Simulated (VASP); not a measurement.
# SrO (Fm-3m) in VASP: notebook, part 3 of 3

VASP 6.6.1.

## (4) Relaxation of the atoms, PBE (a relaxed cell with its volume scaled by 0.94)

Input file INCAR:

```
SYSTEM = SrO
ALGO     = Normal         ! electronic algorithm
EDIFF    = 1E-7           ! SCF threshold, eV
EDIFFG   = -0.01          ! ionic threshold
ENCUT    = 300            ! plane-wave cutoff, eV
GGA      = PE             ! functional
IBRION   = 2              ! ionic algorithm
ISIF     = 2              ! what is computed and relaxed
ISMEAR   = 0              ! smearing method
LASPH    = .True.         ! aspherical terms in the spheres
LCHARG   = .False.        ! write CHGCAR
LREAL    = .False.        ! projectors in reciprocal space
LWAVE    = .False.        ! write WAVECAR
NELM     = 80             ! most SCF steps
NSW      = 40             ! ionic steps
PREC     = Accurate       ! precision mode
SIGMA    = 0.03           ! smearing width, eV
```

Input file KPOINTS:

```
k-points
0
Gamma
  5 5 5
  0 0 0
```

Input file POSCAR:

```
SrO                                     
1.0
   -0.0000000000      2.5403308845      2.5403308845
    2.5403308845      0.0000000000      2.5403308845
    2.5403308845      2.5403308845     -0.0000000000
  Sr              O             
     1     1
Direct
     0.5000000000000000    0.5000000000000000    0.5000000000000000
     0.0000000000000000    0.0000000000000000    0.0000000000000000
```

Potentials or basis: VASP PAW PBE potentials, release 64 (Sr_sv, O_s).

Launch:

```console
cat potpaw_PBE.64/Sr_sv/POTCAR potpaw_PBE.64/O_s/POTCAR > POTCAR
mpirun -np 1 vasp_std > vasp.out
```

OUTCAR:

```text
SYSTEM = SrO
   EDIFF = 1E-7
   EDIFFG = -0.01
   ENCUT = 300
   GGA = PE
   IBRION = 2
   ISIF = 2
   ISMEAR = 0
   LASPH = .True.
   LREAL = .False.
   NELM = 80
   NSW = 40
   PREC = Accurate

 ion  position               nearest neighbor table
   1  0.500  0.500  0.500-   2 2.54   2 2.54   2 2.54   2 2.54   2 2.54   2 2.54
   2  0.000  0.000  0.000-   1 2.54   1 2.54   1 2.54   1 2.54   1 2.54   1 2.54

  LATTYP: Found a face centered cubic cell.
 ALAT       =     5.0806617690

  Lattice vectors:

 A1 = (   0.0000000000,   2.5403308845,   2.5403308845)
 A2 = (   2.5403308845,   0.0000000000,   2.5403308845)
 A3 = (   2.5403308845,   2.5403308845,   0.0000000000)

Analysis of symmetry for initial positions (statically):
=====================================================================
 Subroutine PRICEL returns:
 Original cell was already a primitive cell.

 Routine SETGRP: Setting up the symmetry group for a
 face centered cubic supercell.

 Subroutine GETGRP returns: Found 48 space group operations
 (whereof 48 operations were pure point group operations)
 out of a pool of 48 trial point group operations.

The static configuration has the point symmetry O_h .

Analysis of symmetry for dynamics (positions and initial velocities):
=====================================================================
 Subroutine PRICEL returns:
 Original cell was already a primitive cell.

 Routine SETGRP: Setting up the symmetry group for a
 face centered cubic supercell.

 Subroutine GETGRP returns: Found 48 space group operations
 (whereof 48 operations were pure point group operations)
 out of a pool of 48 trial point group operations.

The dynamic configuration has the point symmetry O_h .

 Subroutine INISYM returns: Found 48 space group operations
 (whereof 48 operations are pure point group operations),
 and found     1 'primitive' translations
[... 107 lines left out ...]
   AEXX    =    0.0000 exact exchange contribution
   IVDW    =     0    specifies the selected vdW correction
   LEPSILON=     F    determine dielectric tensor
   LRPA    =     F    only Hartree local field effects (RPA)
 conjugate gradient relaxation of ions
 non-spin polarized calculation
 Gauss-broadening in eV      SIGMA  =   0.03
  energy-cutoff  :      300.00
  volume of cell :       32.79
 maximum number of plane-waves:       392
   NGX = 11   NGY = 11   NGZ = 11

 number of electron      15.9999984 magnetization

 Free energy of the ion-electron system (eV)
  ---------------------------------------------------
  ext. energy  EPLUGINS =         0.00000000
  ---------------------------------------------------
  free energy    TOTEN  =       -12.00219176 eV

  energy without entropy =      -12.00219176  energy(sigma->0) =      -12.00219176

 E-fermi :   2.1581     XC(G=0): -10.2001

 val. band max:        2.0076222693   @ k =   0.0000   0.0000   0.0000
 cond. band min:       5.4463326773   @ k =   0.4000   0.4000   0.0000
 fundamental gap:      3.4387104080
 Fermi energy:         2.1581054847

 k-point     1 :       0.0000    0.0000    0.0000
  band No.  band energies     occupation
      1     -30.2587      2.00000
      2     -13.1156      2.00000
      3     -11.8544      2.00000
      4     -11.8544      2.00000
      5     -11.8544      2.00000
      6       2.0076      2.00000
      7       2.0076      2.00000
      8       2.0076      2.00000
      9       6.2562      0.00000
     10       8.3023      0.00000
     11       8.3023      0.00000
     12       8.3023      0.00000
[... 121 lines left out ...]
 k-point    10 :      -0.4000    0.4000    0.2000
  band No.  band energies     occupation
      1     -30.0605      2.00000
      2     -14.0237      2.00000
      3     -12.4577      2.00000
      4     -12.3827      2.00000
      5     -11.2629      2.00000
      6       0.7897      2.00000
      7       1.3048      2.00000
      8       1.6325      2.00000
      9       7.3759      0.00000
     10       9.2102      0.00000
     11      11.0109      0.00000
     12      12.6241      0.00000

------------------------ aborting loop because EDIFF is reached ----------------------------------------

  FORCE on cell =-STRESS in cart. coord.  units (eV):
  Direction    XX          YY          ZZ          XY          YZ          ZX
  --------------------------------------------------------------------------------------
  -------------------------------------------------------------------------------------
  Total        1.2889475      1.2889475      1.2889475     -0.0000000      0.0000000     -0.0000000
  in kB       62.9861348     62.9861348     62.9861348     -0.0000000      0.0000000     -0.0000000
  external PRESSURE =      62.9861348 kB  Pullay stress =       0.0000000 kB

 VOLUME and BASIS-vectors are now :
 -----------------------------------------------------------------------------
  energy-cutoff  :      300.00
  volume of cell :       32.79
      direct lattice vectors                 reciprocal lattice vectors
     0.000000000  2.540330884  2.540330884    -0.196824753  0.196824753  0.196824753
     2.540330884  0.000000000  2.540330884     0.196824753 -0.196824753  0.196824753
     2.540330884  2.540330884  0.000000000     0.196824753  0.196824753 -0.196824753

 POSITION                                       TOTAL-FORCE (eV/Angst)
 -----------------------------------------------------------------------------------
      2.54033      2.54033      2.54033        -0.000000     -0.000000      0.000000
      0.00000      0.00000      0.00000         0.000000      0.000000     -0.000000
 -----------------------------------------------------------------------------------
    total drift:                                0.000000      0.000000      0.000000

  FREE ENERGIE OF THE ION-ELECTRON SYSTEM (eV)
  ---------------------------------------------------
  free  energy   TOTEN  =       -12.0021917599 eV

  energy  without entropy=      -12.0021917599  energy(sigma->0) =      -12.00219176

 reached required accuracy - stopping structural energy minimisation
```

CONTCAR:

```text
SrO
   1.00000000000000
     0.0000000000000000    2.5403308844999999    2.5403308844999999
     2.5403308844999999    0.0000000000000000    2.5403308844999999
     2.5403308844999999    2.5403308844999999    0.0000000000000000
  Sr              O
     1     1
Direct
     0.5000000000000000    0.5000000000000000    0.5000000000000000
     0.0000000000000000    0.0000000000000000    0.0000000000000000

  0.00000000E+00  0.00000000E+00  0.00000000E+00
  0.00000000E+00  0.00000000E+00  0.00000000E+00
```

Run time: 2.3 s. Hardware: 1 thread of Intel Xeon 6975P-C (Granite Rapids), shared host; peak memory 0.12 GiB.

Results:

```
Free energy            : -12.0022 eV
Band gap on the k mesh : 3.44 eV, indirect (least direct gap 3.53 eV)
```

Final structure:
```xyz
2
Lattice="0.0000 2.5403 2.5403 2.5403 0.0000 2.5403 2.5403 2.5403 0.0000" Properties=species:S:1:pos:R:3 pbc="T T T"
Sr    2.5403    2.5403    2.5403
O     0.0000    0.0000    0.0000
```

Levels at points of the mesh, in eV from the valence-band top:
| k point | band 5 | band 6 | band 7 | band 8 | band 9 | band 10 | band 11 | band 12 |
| --- | --- | --- | --- | --- | --- | --- | --- | --- |
| (0.00, 0.00, 0.00) | -13.86 | 0.00 | 0.00 | 0.00 | 4.25 | 6.29 | 6.29 | 6.29 |

Caveat: the k mesh is coarse (spacing up to 0.43 Å⁻¹), so the values aren't converged; the cutoff is under 1.25 times the usual one of these potentials, so pressure, stress and relaxed cells hold a basis-set (Pulay) error; the relaxation stopped at its first step, so nothing moved; an odd mesh through Γ misses points on the zone boundary, where band edges often lie.

## (5) Relaxation of the atoms, PBE (a relaxed cell with its volume scaled by 0.96)

INCAR is that of step 4.

KPOINTS is that of step 4.

Input file POSCAR:

```
SrO                                     
1.0
   -0.0000000000      2.5582211281      2.5582211281
    2.5582211281      0.0000000000      2.5582211281
    2.5582211281      2.5582211281     -0.0000000000
  Sr              O             
     1     1
Direct
     0.5000000000000000    0.5000000000000000    0.5000000000000000
     0.0000000000000000    0.0000000000000000    0.0000000000000000
```

Potentials or basis: VASP PAW PBE potentials, release 64 (Sr_sv, O_s).

Launch:

```console
cat potpaw_PBE.64/Sr_sv/POTCAR potpaw_PBE.64/O_s/POTCAR > POTCAR
mpirun -np 1 vasp_std > vasp.out
```

OUTCAR:

```text
SYSTEM = SrO
   EDIFF = 1E-7
   EDIFFG = -0.01
   ENCUT = 300
   GGA = PE
   IBRION = 2
   ISIF = 2
   ISMEAR = 0
   LASPH = .True.
   LREAL = .False.
   NELM = 80
   NSW = 40
   PREC = Accurate

 ion  position               nearest neighbor table
   1  0.500  0.500  0.500-   2 2.56   2 2.56   2 2.56   2 2.56   2 2.56   2 2.56
   2  0.000  0.000  0.000-   1 2.56   1 2.56   1 2.56   1 2.56   1 2.56   1 2.56

  LATTYP: Found a face centered cubic cell.
[... 327 lines left out ...]

  FORCE on cell =-STRESS in cart. coord.  units (eV):
  Direction    XX          YY          ZZ          XY          YZ          ZX
  --------------------------------------------------------------------------------------
  -------------------------------------------------------------------------------------
  Total        0.8360603      0.8360603      0.8360603      0.0000000      0.0000000     -0.0000000
  in kB       40.0040477     40.0040477     40.0040477      0.0000000      0.0000000     -0.0000000
  external PRESSURE =      40.0040477 kB  Pullay stress =       0.0000000 kB

 VOLUME and BASIS-vectors are now :
 -----------------------------------------------------------------------------
  energy-cutoff  :      300.00
  volume of cell :       33.48
      direct lattice vectors                 reciprocal lattice vectors
     0.000000000  2.558221128  2.558221128    -0.195448312  0.195448312  0.195448312
     2.558221128  0.000000000  2.558221128     0.195448312 -0.195448312  0.195448312
     2.558221128  2.558221128  0.000000000     0.195448312  0.195448312 -0.195448312

 POSITION                                       TOTAL-FORCE (eV/Angst)
 -----------------------------------------------------------------------------------
      2.55822      2.55822      2.55822         0.000000     -0.000000     -0.000000
      0.00000      0.00000      0.00000         0.000000      0.000000      0.000000
 -----------------------------------------------------------------------------------
    total drift:                                0.000000      0.000000      0.000000

  FREE ENERGIE OF THE ION-ELECTRON SYSTEM (eV)
  ---------------------------------------------------
  free  energy   TOTEN  =       -12.0298613681 eV

  energy  without entropy=      -12.0298613681  energy(sigma->0) =      -12.02986137

 reached required accuracy - stopping structural energy minimisation
```

Run time: 2.3 s. Hardware: 1 thread of Intel Xeon 6975P-C (Granite Rapids), shared host; peak memory 0.11 GiB.

What came out:

| Item | Value |
| --- | --- |
| Free energy | -12.0299 eV |
| Band gap on the k mesh | 3.45 eV, indirect (least direct gap 3.55 eV) |

Final structure:
```
Sr O
1.0
     0.00000    2.55822    2.55822
     2.55822    0.00000    2.55822
     2.55822    2.55822    0.00000
Sr O
1 1
Cartesian
  2.5582 2.5582 2.5582
  0.0000 0.0000 0.0000
```

Caveat: the k mesh is coarse (spacing up to 0.43 Å⁻¹), so the values aren't converged; the cutoff is under 1.25 times the usual one of these potentials, so pressure, stress and relaxed cells hold a basis-set (Pulay) error; the relaxation stopped at its first step, so nothing moved; an odd mesh through Γ misses points on the zone boundary, where band edges often lie.
